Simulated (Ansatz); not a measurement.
# InP: the cost of one run

Computed with Ansatz 0.2.0 (DFT PBE, scalar-relativistic, plane waves, PAW, unless a step's input says otherwise).

## Step 1: The starting structure

It takes space group Fm-3m (No. 225, cubic). The conventional cell has a = 5.710 Å, b = 5.710 Å, c = 5.710 Å, α = 90.00°, β = 90.00°, γ = 90.00°. In (site symmetry m-3m) is surrounded by 6 P at 2.86 Å. Around P (site symmetry m-3m) lie 6 In at 2.85 to 2.86 Å.

As a file:

```
CELL_PARAMETERS angstrom
0.00000 8.56500 8.56500
8.56500 0.00000 8.56500
8.56500 8.56500 0.00000
ATOMIC_POSITIONS crystal
In 0.00000 0.00000 0.00000
In 0.00000 0.00000 0.33333
In 0.00000 0.00000 0.66667
In 0.00000 0.33333 0.00000
In 0.00000 0.33333 0.33333
In 0.00000 0.33333 0.66667
In 0.00000 0.66667 0.00000
In 0.00000 0.66667 0.33333
In 0.00000 0.66667 0.66667
In 0.33333 0.00000 0.00000
In 0.33333 0.00000 0.33333
In 0.33333 0.00000 0.66667
In 0.33333 0.33333 0.00000
In 0.33333 0.33333 0.33333
In 0.33333 0.33333 0.66667
In 0.33333 0.66667 0.00000
In 0.33333 0.66667 0.33333
In 0.33333 0.66667 0.66667
In 0.66667 0.00000 0.00000
In 0.66667 0.00000 0.33333
In 0.66667 0.00000 0.66667
In 0.66667 0.33333 0.00000
In 0.66667 0.33333 0.33333
In 0.66667 0.33333 0.66667
In 0.66667 0.66667 0.00000
In 0.66667 0.66667 0.33333
In 0.66667 0.66667 0.66667
P 0.16667 0.16667 0.16667
P 0.16667 0.16667 0.50000
P 0.16667 0.16667 0.83333
P 0.16667 0.50000 0.16667
P 0.16667 0.50000 0.50000
P 0.16667 0.50000 0.83333
P 0.16667 0.83333 0.16667
P 0.16667 0.83333 0.50000
P 0.16667 0.83333 0.83333
P 0.50000 0.16667 0.16667
P 0.50000 0.16667 0.50000
P 0.50000 0.16667 0.83333
P 0.50000 0.50000 0.16667
P 0.50000 0.50000 0.50000
P 0.50000 0.50000 0.83333
P 0.50000 0.83333 0.16667
P 0.50000 0.83333 0.50000
P 0.50000 0.83333 0.83333
P 0.83333 0.16667 0.16667
P 0.83333 0.16667 0.50000
P 0.83333 0.16667 0.83333
P 0.83333 0.50000 0.16667
P 0.83333 0.50000 0.50000
P 0.83333 0.50000 0.83333
P 0.83333 0.83333 0.16667
P 0.83333 0.83333 0.50000
P 0.83333 0.83333 0.83333
```

The runs take a perfect supercell of 54 atoms; the defect goes to fractional position (0.000, 0.000, 0.000).

## Step 2: The perfect supercell

Input file input.yaml:

```yaml
crystal:
  lattice:
    - [0.0, 8.565, 8.565]
    - [8.565, 0.0, 8.565]
    - [8.565, 8.565, 0.0]
  atoms:
    - { symbol: In, position: [0.0, 0.0, 0.0] }
    - { symbol: In, position: [0.0, 0.0, 0.333333] }
    - { symbol: In, position: [0.0, 0.0, 0.666667] }
    - { symbol: In, position: [0.0, 0.333333, 0.0] }
    - { symbol: In, position: [0.0, 0.333333, 0.333333] }
    - { symbol: In, position: [0.0, 0.333333, 0.666667] }
    - { symbol: In, position: [0.0, 0.666667, 0.0] }
    - { symbol: In, position: [0.0, 0.666667, 0.333333] }
    - { symbol: In, position: [0.0, 0.666667, 0.666667] }
    - { symbol: In, position: [0.333333, 0.0, 0.0] }
    - { symbol: In, position: [0.333333, 0.0, 0.333333] }
    - { symbol: In, position: [0.333333, 0.0, 0.666667] }
    - { symbol: In, position: [0.333333, 0.333333, 0.0] }
    - { symbol: In, position: [0.333333, 0.333333, 0.333333] }
    - { symbol: In, position: [0.333333, 0.333333, 0.666667] }
    - { symbol: In, position: [0.333333, 0.666667, 0.0] }
    - { symbol: In, position: [0.333333, 0.666667, 0.333333] }
    - { symbol: In, position: [0.333333, 0.666667, 0.666667] }
    - { symbol: In, position: [0.666667, 0.0, 0.0] }
    - { symbol: In, position: [0.666667, 0.0, 0.333333] }
    - { symbol: In, position: [0.666667, 0.0, 0.666667] }
    - { symbol: In, position: [0.666667, 0.333333, 0.0] }
    - { symbol: In, position: [0.666667, 0.333333, 0.333333] }
    - { symbol: In, position: [0.666667, 0.333333, 0.666667] }
    - { symbol: In, position: [0.666667, 0.666667, 0.0] }
    - { symbol: In, position: [0.666667, 0.666667, 0.333333] }
    - { symbol: In, position: [0.666667, 0.666667, 0.666667] }
    - { symbol: P, position: [0.166667, 0.166667, 0.166667] }
    - { symbol: P, position: [0.166667, 0.166667, 0.5] }
    - { symbol: P, position: [0.166667, 0.166667, 0.833333] }
    - { symbol: P, position: [0.166667, 0.5, 0.166667] }
    - { symbol: P, position: [0.166667, 0.5, 0.5] }
    - { symbol: P, position: [0.166667, 0.5, 0.833333] }
    - { symbol: P, position: [0.166667, 0.833333, 0.166667] }
    - { symbol: P, position: [0.166667, 0.833333, 0.5] }
    - { symbol: P, position: [0.166667, 0.833333, 0.833333] }
    - { symbol: P, position: [0.5, 0.166667, 0.166667] }
    - { symbol: P, position: [0.5, 0.166667, 0.5] }
    - { symbol: P, position: [0.5, 0.166667, 0.833333] }
    - { symbol: P, position: [0.5, 0.5, 0.166667] }
    - { symbol: P, position: [0.5, 0.5, 0.5] }
    - { symbol: P, position: [0.5, 0.5, 0.833333] }
    - { symbol: P, position: [0.5, 0.833333, 0.166667] }
    - { symbol: P, position: [0.5, 0.833333, 0.5] }
    - { symbol: P, position: [0.5, 0.833333, 0.833333] }
    - { symbol: P, position: [0.833333, 0.166667, 0.166667] }
    - { symbol: P, position: [0.833333, 0.166667, 0.5] }
    - { symbol: P, position: [0.833333, 0.166667, 0.833333] }
    - { symbol: P, position: [0.833333, 0.5, 0.166667] }
    - { symbol: P, position: [0.833333, 0.5, 0.5] }
    - { symbol: P, position: [0.833333, 0.5, 0.833333] }
    - { symbol: P, position: [0.833333, 0.833333, 0.166667] }
    - { symbol: P, position: [0.833333, 0.833333, 0.5] }
    - { symbol: P, position: [0.833333, 0.833333, 0.833333] }
basis:
  ecutwfc: 420
  fft_grid_basis: typed
kpoints:
  mp_grid: { grid: [1, 1, 1] }
hamiltonian:
  xc: pbe
  pseudopotentials: { kind: paw }
scf:
  occupations: { method: gaussian, width: 0.05 }
output:
  forces: true
  stress: false
  eigenvalues: true
  bader: false
  write_density: true
  volumetric_format: npy
```

On the command line:

```
$ ansatz run input.yaml --threads 8 --pin off --max-ram 16384MiB --backend cpu --events-out ev --progress --plain --runs-dir out
```

What time and memory should one allow on 8 threads of Arm Neoverse V2, shared host?

About 4.7 s, with a peak of 1.4 GiB.
